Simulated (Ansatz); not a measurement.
# Co (P6_3/mmc) in Ansatz: convergence with smearing width

Aim: find how far smearing width must go before the results for Co settle, at PBE. This setting moves, with any that are tied to it; all else stays.

Program: Ansatz 0.2.0. These are calculated values, not measurements. Logs are shortened: lines on timing, memory, paths and dates and some standing lists are left out, and cuts for length are marked.

## (1) Starting point

The structure is hexagonal, space group P6_3/mmc (No. 194). The conventional cell has a = 2.472 Å, b = 2.472 Å, c = 4.021 Å, α = 90.00°, β = 90.00°, γ = 120.00°. Co (site symmetry -6m2) is surrounded by 12 Co at 2.47 Å.

## (2) With smearing width 0.3 eV

The input, input.yaml:

```yaml
crystal:
  lattice:
    - [2.4719999032, 0.0, 0.0]
    - [-1.2359999516, 2.1408147143, 0.0]
    - [0.0, 0.0, 4.02114408]
  atoms:
    - { symbol: Co, position: [0.6666666667, 0.3333333333, 0.75], spin: 2.0 }
    - { symbol: Co, position: [0.3333333333, 0.6666666667, 0.25], spin: 2.0 }
hamiltonian:
  xc: pbe
  pseudopotentials: { kind: nc }
magnetization:
  spin_polarized: true
kpoints:
  mp_grid: { grid: [10, 10, 6] }
scf:
  occupations: { method: methfessel_paxton, width: 0.3 }
output:
  forces: true
  stress: true
  eigenvalues: true
```

Potentials or basis: PseudoDojo standard (PBE files).

Started as:

```sh
$ ansatz run input.yaml --threads 2 --pin off --max-ram 5632MiB --backend cpu --events-out ev --progress --plain --runs-dir out
```

Log:

```text
Warning: RAYON_NUM_THREADS=2 ignored (pool sized by the plan → 2); use --threads N
Engine: ansatz 0.2.0, x86_64-unknown-linux-gnu
Pseudopotentials: kind: nc
Pseudopotential: Co, nc, valence charge 17, recommended cutoff 1306.14654 eV (normal), Co.nc.azcp (PseudoDojo's, or run here from an input of PseudoDojo's: the run reads no file of this project's for it)
Functional definition: PBE
  parameter kappa = 0.804
  parameter beta = 0.06672455060314922
  exchange = pbe_x(kappa = kappa, mu = beta*pi^2/3)
  correlation = pbe_c(beta = beta)
Crystal: 2 atoms, lattice volume = 21.280 Å³
Basis set: ecut = 1306.14654 eV, 2297 PW (Γ), exchange–correlation on 60×60×96 points (8 copies of the dense FFT grid, shifted against one another)
Bands: 23, of which v1, the nominal top of the filled ones, is band 17 counted from 1 (16 counted from 0)
Symmetry: 24 space group operations
Space group: P63/mmc (ITA 194), of the structure as read, at distance tolerance 2.8e-5 Å
Magnetic group: BNS 194.263 (UNI 1493), of the structure as read, at distance tolerance 2.8e-5 Å
k-points: 56 of 600
Non-local potential: Co, projectors of the file, l = 0: 2, l = 1: 2, l = 2: 2
Initial density: superposition of atomic densities (chi_scale 0.1, normalization cell)
Starting moments: Σ|m| = 4 μB on 2 of 2 sites
Initial wavefunctions: pseudopotential atomic-orbital guess
Functional: x = pbe(κ = 0.804, μ = 0.2195149727645171), c = pbe(β = 0.06672455060314922)
iter 1 solved again at ethr=4.86e-4 eV; its pass at ethr=3.10e-3 eV (dr2=1.65e-1 eV) is discarded
SCF iter   1: F=—  HF=-8328.522678 eV  |F-HF|=—  |Δ(HF+E_count)|=         —  Δρ=8.75e-2 (↑8.75e-2 ↓6.71e-2)  dr2=1.65e-1  dr2_m=1.12e0  M=3.321 μB ∫|m|=3.396 μB  β_m=0.30  ethr=4.86e-4  ⟨swp⟩=1.0  Hψ=13405  notcnv=0
preconditioner: auto → none  [metal: Δε(μ)=0.009 eV  Ē_g=9.631 eV  σ=0.300 eV  W_gap=0.02  n_scr=8 (ndim 8)  ℏωp=34.2 eV  f_vac=0.000  D(μ)=1.64/eV (n_scr^D=22)  sad-step TF]
SCF iter   2: F=—  HF=-8328.587018 eV  |F-HF|=—  |Δ(HF+E_count)|=   6.43e-2  S|Δr|=    0.00e0  Δρ=5.87e-2 (↑5.87e-2 ↓4.95e-2)  dr2=3.16e-2  dr2_m=5.61e-1  M=3.313 μB ∫|m|=3.436 μB  β_m=0.30  ethr=4.85e-4  ⟨swp⟩=2.2  Hψ=3854  notcnv=0
spin-set hold released at iteration 2 (site moments show no strong build): the magnetisation degrees of freedom join the quasi-Newton model from the next iteration; the mixer history was kept
SCF iter   3: F=—  HF=-8328.635346 eV  |F-HF|=—  |Δ(HF+E_count)|=   4.83e-2  S|Δr|=    0.00e0  Δρ=3.90e-2 (↑3.90e-2 ↓3.72e-2)  dr2=2.63e-3  dr2_m=2.82e-1  M=3.309 μB ∫|m|=3.472 μB  β_m=0.14  ethr=9.30e-5  ⟨swp⟩=2.4  Hψ=4293  notcnv=0
SCF iter   4: F=—  HF=-8328.675477 eV  |F-HF|=—  |Δ(HF+E_count)|=   4.01e-2  S|Δr|=    0.00e0  Δρ=2.39e-2 (↑2.31e-2 ↓2.39e-2)  dr2=5.89e-4  dr2_m=1.07e-1  M=3.309 μB ∫|m|=3.520 μB  β_m=0.32  ethr=7.74e-6  ⟨swp⟩=2.0  Hψ=4431  notcnv=0
SCF iter   5: F=—  HF=-8328.708390 eV  |F-HF|=—  |Δ(HF+E_count)|=   3.29e-2  S|Δr|=    0.00e0  Δρ=4.91e-3 (↑4.42e-3 ↓4.91e-3)  dr2=6.73e-4  dr2_m=3.61e-3  M=3.312 μB ∫|m|=3.614 μB  β_m=0.66  ethr=1.73e-6  ⟨swp⟩=2.9  Hψ=5007  notcnv=0
SCF iter   6: F=—  HF=-8328.710452 eV  |F-HF|=—  |Δ(HF+E_count)|=   2.06e-3  S|Δr|=    0.00e0  Δρ=3.15e-3 (↑3.15e-3 ↓1.44e-3)  dr2=4.50e-4  dr2_m=9.67e-4  M=3.318 μB ∫|m|=3.641 μB  β_m=0.83  ethr=1.73e-6  ⟨swp⟩=2.3  Hψ=4241  notcnv=0
SCF iter   7: F=—  HF=-8328.710869 eV  |F-HF|=—  |Δ(HF+E_count)|=   4.17e-4  S|Δr|=    0.00e0  Δρ=3.99e-4 (↑3.99e-4 ↓1.50e-4)  dr2=9.97e-6  dr2_m=1.23e-5  M=3.323 μB ∫|m|=3.664 μB  β_m=0.88  ethr=1.32e-6  ⟨swp⟩=2.4  Hψ=4203  notcnv=0
SCF iter   8: F=—  HF=-8328.710869 eV  |F-HF|=—  |Δ(HF+E_count)|=   2.71e-7  S|Δr|=    0.00e0  Δρ=2.78e-5 (↑1.77e-5 ↓2.78e-5)  dr2=3.32e-8  dr2_m=5.27e-8  M=3.324 μB ∫|m|=3.666 μB  β_m=0.91  ethr=2.93e-8  ⟨swp⟩=2.2  Hψ=4543  notcnv=0
SCF iter   9: F=-8328.710869 eV  HF=-8328.710869 eV  |F-HF|=1.02e-10  |Δ(HF+E_count)|=   1.10e-7  S|Δr|=    0.00e0  Δρ=3.95e-6 (↑2.60e-6 ↓3.95e-6)  dr2=1.32e-9  dr2_m=9.99e-10  M=3.324 μB ∫|m|=3.666 μB  ethr=9.77e-11  ⟨swp⟩=6.8  Hψ=11803  notcnv=0
SCF 1 converged in 9 iterations: F = -8328.710869 eV  dr2 = 1.32e-9
this state was not tested for a lower state beside it, because cold or Methfessel-Paxton smearing, or corrected tetrahedra, fill the levels in a way that the test cannot read (fill_not_monotonic; see scf.lower_state_search)
SCF converged after 9 iterations
Magnetization: 3.3238 μB (18.6619 up, 15.3381 down)
Absolute magnetization: 3.6656 μB (∫|ρ↑−ρ↓|)
Spin contamination: 0.0615 ħ² per cell (⟨S²⟩ above its minimum at these occupations)
Per-site moments (μB) at R_I (Å): [(1.7401414783236169, 1.017072079847606), (1.7401414783236175, 1.017072079847606)]
Free energy (F): -8328.710869 eV
Harris-Foulkes:  -8328.710869 eV  (|F-HF|=1.02e-10)
Internal energy: -8328.718114 eV  (E = F + TS)
E sigma→0 (E₀):  -8328.712680 eV
Entropy (-TS):   0.007244 eV (3.622 meV/atom)
Fermi energy:    19.627905 eV
--- Per-component energies (eV) ---
  E_band       = -457.915060
  E_kinetic    = 3688.279923
  E_local      = -6026.372778  (includes V_loc(G=0)·N_el)
  E_nonlocal   = -1024.326331
  E_hartree    = 2024.671345
  E_xc         = -1526.417226
  E_vxc        = -1144.836287  (∫ρ·V_xc dr)
  E_ewald      = -5464.553046
  E_smearing   = 0.007244  (= −TS)
  E_closure    = -0.000000  (closes the sum)
  Σ components = -8328.710869   (vs F -8328.710869, Δ=0.00e0)
--- Forces (eV/Å), atoms counted from 1 ---
  atom   1  Co     0.00000000    -0.00000000     0.00000000
  atom   2  Co     0.00000000     0.00000000     0.00000000
  max |Σ_I F_I| component: 6.94e-18 eV/Å
--- Stress (GPa, compression-positive) ---
        6.419794       0.000000       0.000000
        0.000000       6.419794       0.000000
        0.000000       0.000000       4.199136
  P = ⅓ Tr σ = 5.6796 GPa (56.796 kbar)
--- Band table (eV; the first three rows and the last of 112) ---
  k-point 0 ↑: bands = ["-76.3796", "-76.3189", "-39.8590", "-39.5514", "-39.5514", "-39.5111", "-39.5019", "-39.5019", "10.5407", "14.3151", "16.8807", "16.9383", "16.9383", "17.2554", "17.2554", "17.6322", "17.6322", "18.7507", "18.7507", "19.4186", "26.0244", "41.7036", "44.5291"]
  k-point 1 ↑: bands = ["-76.3755", "-76.3230", "-39.8360", "-39.5481", "-39.5481", "-39.5347", "-39.5053", "-39.5053", "10.8219", "14.2523", "16.8095", "16.8753", "16.8753", "17.1818", "17.1818", "17.7949", "17.7949", "18.4408", "18.7329", "18.7329", "27.5596", "41.5297", "42.9611"]
  k-point 2 ↑: bands = ["-76.3645", "-76.3341", "-39.7730", "-39.5990", "-39.5391", "-39.5391", "-39.5143", "-39.5143", "11.6265", "13.8388", "16.6465", "16.8214", "16.8214", "17.0191", "17.0191", "17.0710", "18.1194", "18.1194", "18.6417", "18.6417", "30.7948", "38.6795", "42.0324"]
  k-point 55 ↓: bands = ["-74.4905", "-74.4905", "-37.8784", "-37.8784", "-37.7813", "-37.7813", "-37.6491", "-37.6491", "16.6547", "16.6547", "17.3556", "17.3556", "17.8609", "17.8609", "19.4918", "19.4918", "20.8428", "20.8428", "25.1731", "25.1731", "28.5619", "28.5619", "30.3751"]
```

Run time: 3.4 s. Hardware: 2 threads of AMD EPYC 9R14 (Zen 4), shared host; peak memory 0.5 GiB.

What came out:

```
Free energy            : -8328.7109 eV
Pressure               : 5.7 GPa
Band gap on the k mesh : none (metal or under the smearing width)
Net moment             : 3.32 μB per cell
Absolute moment        : 3.67 μB per cell
Site moments           : Co +1.74 μB
```

## (3) With smearing width 0.2 eV

Edit input.yaml of step 2 so:

```diff
@@ -16,3 +16,3 @@
 scf:
-  occupations: { method: methfessel_paxton, width: 0.3 }
+  occupations: { method: methfessel_paxton, width: 0.2 }
 output:
```

Potentials or basis: PseudoDojo standard (PBE files).

Started as:

```sh
$ ansatz run input.yaml --threads 2 --pin off --max-ram 5632MiB --backend cpu --events-out ev --progress --plain --runs-dir out
```

Run time: 3.4 s. Hardware: 2 threads of AMD EPYC 9R14 (Zen 4), shared host; peak memory 0.5 GiB.

What came out:

| Item | Value |
| --- | --- |
| Free energy | -8328.7118 eV |
| Pressure | 5.8 GPa |
| Band gap on the k mesh | none (metal or under the smearing width) |
| Net moment | 3.33 μB per cell |
| Absolute moment | 3.66 μB per cell |
| Site moments | Co +1.74 μB |

## (4) With smearing width 0.15 eV

Edit input.yaml of step 3 so:

```diff
@@ -16,3 +16,3 @@
 scf:
-  occupations: { method: methfessel_paxton, width: 0.2 }
+  occupations: { method: methfessel_paxton, width: 0.15 }
 output:
```

Started as:

```sh
$ ansatz run input.yaml --threads 2 --pin off --max-ram 5632MiB --backend cpu --events-out ev --progress --plain --runs-dir out
```

Run time: 3.4 s. Hardware: 2 threads of AMD EPYC 9R14 (Zen 4), shared host; peak memory 0.5 GiB.

What came out:

| Item | Value |
| --- | --- |
| Free energy | -8328.7114 eV |
| Pressure | 5.7 GPa |
| Band gap on the k mesh | none (metal or under the smearing width) |
| Net moment | 3.32 μB per cell |
| Absolute moment | 3.66 μB per cell |
| Site moments | Co +1.74 μB |

## (5) With smearing width 0.1 eV

Edit input.yaml of step 4 so:

```diff
@@ -16,3 +16,3 @@
 scf:
-  occupations: { method: methfessel_paxton, width: 0.15 }
+  occupations: { method: methfessel_paxton, width: 0.1 }
 output:
```

Started as:

```sh
$ ansatz run input.yaml --threads 2 --pin off --max-ram 5632MiB --backend cpu --events-out ev --progress --plain --runs-dir out
```

It took 3.4 s on 2 threads of AMD EPYC 9R14 (Zen 4), shared host; peak memory 0.5 GiB.

What came out:

```yaml
Free_energy: -8328.7109 eV
Pressure: 5.7 GPa
Band_gap_on_the_k_mesh: none (metal or under the smearing width)
Net_moment: 3.32 μB per cell
Absolute_moment: 3.66 μB per cell
Site_moments: Co +1.74 μB
```

## (6) With smearing width 0.05 eV

Edit input.yaml of step 5 so:

```diff
@@ -16,3 +16,3 @@
 scf:
-  occupations: { method: methfessel_paxton, width: 0.1 }
+  occupations: { method: methfessel_paxton, width: 0.05 }
 output:
```

Potentials or basis: PseudoDojo standard (PBE files).

Started as:

```sh
$ ansatz run input.yaml --threads 2 --pin off --max-ram 5632MiB --backend cpu --events-out ev --progress --plain --runs-dir out
```

Wall time 3.3 s (2 threads of AMD EPYC 9R14 (Zen 4), shared host); peak memory 0.5 GiB.

The run converged. Its results:

```
Free energy            : -8328.7103 eV
Pressure               : 5.7 GPa
Band gap on the k mesh : none (metal or under the smearing width)
Net moment             : 3.32 μB per cell
Absolute moment        : 3.66 μB per cell
Site moments           : Co +1.74 μB
```

## (7) With smearing width 0.025 eV

Edit input.yaml of step 6 so:

```diff
@@ -16,3 +16,3 @@
 scf:
-  occupations: { method: methfessel_paxton, width: 0.05 }
+  occupations: { method: methfessel_paxton, width: 0.025 }
 output:
```

Started as:

```sh
$ ansatz run input.yaml --threads 2 --pin off --max-ram 5632MiB --backend cpu --events-out ev --progress --plain --runs-dir out
```

Run time: 3.5 s. Hardware: 2 threads of AMD EPYC 9R14 (Zen 4), shared host; peak memory 0.5 GiB.

It converged, with:

| Item | Value |
| --- | --- |
| Free energy | -8328.7100 eV |
| Pressure | 5.7 GPa |
| Band gap on the k mesh | none (metal or under the smearing width) |
| Net moment | 3.32 μB per cell |
| Absolute moment | 3.66 μB per cell |
| Site moments | Co +1.74 μB |

## (8) With smearing width 0.01 eV

Edit input.yaml of step 7 so:

```diff
@@ -16,3 +16,3 @@
 scf:
-  occupations: { method: methfessel_paxton, width: 0.025 }
+  occupations: { method: methfessel_paxton, width: 0.01 }
 output:
```

Started as:

```sh
$ ansatz run input.yaml --threads 2 --pin off --max-ram 5632MiB --backend cpu --events-out ev --progress --plain --runs-dir out
```

It took 3.9 s on 2 threads of AMD EPYC 9R14 (Zen 4), shared host; peak memory 0.5 GiB.

Results (log left out):

- Free energy: -8328.7099 eV
- Pressure: 5.7 GPa
- Band gap on the k mesh: none (metal or under the smearing width)
- Net moment: 3.32 μB per cell
- Absolute moment: 3.66 μB per cell
- Site moments: Co +1.74 μB

## (9) With smearing width 0.005 eV

Edit input.yaml of step 8 so:

```diff
@@ -16,3 +16,3 @@
 scf:
-  occupations: { method: methfessel_paxton, width: 0.01 }
+  occupations: { method: methfessel_paxton, width: 0.005 }
 output:
```

Potentials or basis: PseudoDojo standard (PBE files).

Started as:

```sh
$ ansatz run input.yaml --threads 2 --pin off --max-ram 5632MiB --backend cpu --events-out ev --progress --plain --runs-dir out
```

Run time: 5.2 s. Hardware: 2 threads of AMD EPYC 9R14 (Zen 4), shared host; peak memory 0.49 GiB.

The run converged. Its results:

```
Free energy            : -8328.7099 eV
Pressure               : 5.7 GPa
Band gap on the k mesh : none (metal or under the smearing width)
Net moment             : 3.32 μB per cell
Absolute moment        : 3.65 μB per cell
Site moments           : Co +1.74 μB
```

## (10) Summary

| smearing width | energy less the tightest run, at zero smearing (meV/atom) | pressure (GPa) | absolute moment (μB) | SCF cycles | CPU time (s) | peak memory (GiB) |
| --- | --- | --- | --- | --- | --- | --- |
| 0.3 eV | -1.39 | 5.68 | 3.67 | 9 | 6.4 | 0.5 |
| 0.2 eV | -0.86 | 5.75 | 3.66 | 9 | 6.4 | 0.5 |
| 0.15 eV | -0.61 | 5.73 | 3.66 | 9 | 6.4 | 0.5 |
| 0.1 eV | -0.32 | 5.70 | 3.66 | 9 | 6.5 | 0.5 |
| 0.05 eV | -0.12 | 5.70 | 3.66 | 9 | 6.3 | 0.5 |
| 0.025 eV | -0.04 | 5.70 | 3.66 | 9 | 6.6 | 0.5 |
| 0.01 eV | 0.00 | 5.69 | 3.66 | 10 | 7.5 | 0.5 |
| 0.005 eV | 0.00 | 5.67 | 3.65 | 14 | 10 | 0.49 |

Against the tightest run, the energy stays within 1 meV/atom from 0.2 eV on; the pressure stays within 0.1 GPa from 0.3 eV on; the absolute moment stays within 0.02 μB from 0.3 eV on. Narrower smearing needs a denser k mesh, so at a fixed mesh the narrowest width isn't the most accurate. The tightest run that finished is the yardstick and may itself not be fully converged.
